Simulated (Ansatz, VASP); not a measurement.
Two plane-wave programs on SiC

```
Si C
1.0
     0.00000    2.17700    2.17700
     2.17700    0.00000    2.17700
     2.17700    2.17700    0.00000
Si C
1 1
Direct
  0.75000 0.75000 0.75000
  0.00000 0.00000 0.00000
```

The cell is a database's computed one.

Alike in both runs: task relaxation of cell and atoms; functional PBE; k mesh 10 × 10 × 10; occupations gaussian, width 0.02 eV; no spin polarisation.

```csv
,VASP,Ansatz
version,VASP 6.6.1,Ansatz 0.2.0
potentials or method,"VASP PAW PBE potentials, release 64 (Si, C)","scalar-relativistic, plane waves, PAW"
plane-wave cutoff (eV),600,420
valence electrons in the cell,8,8
```

|  | VASP | Ansatz | Ansatz less VASP |
| --- | --- | --- | --- |
| gap on the k mesh at the Fermi level, each at its own relaxed structure (eV) | 1.37 | 1.37 | +0.003 |
| relaxed volume (Å³/atom) | 10.49 | 10.50 | +0.009 |
| relaxed cell length with the largest relative difference (Å) | 3.096 | 3.097 | +0.0008 |
| energy change over the relaxation (meV/atom) | -2 | -2 | -0.2 |

A k mesh can miss the band edges. A hybrid or GW would open this gap; PBE tends to underestimate it.
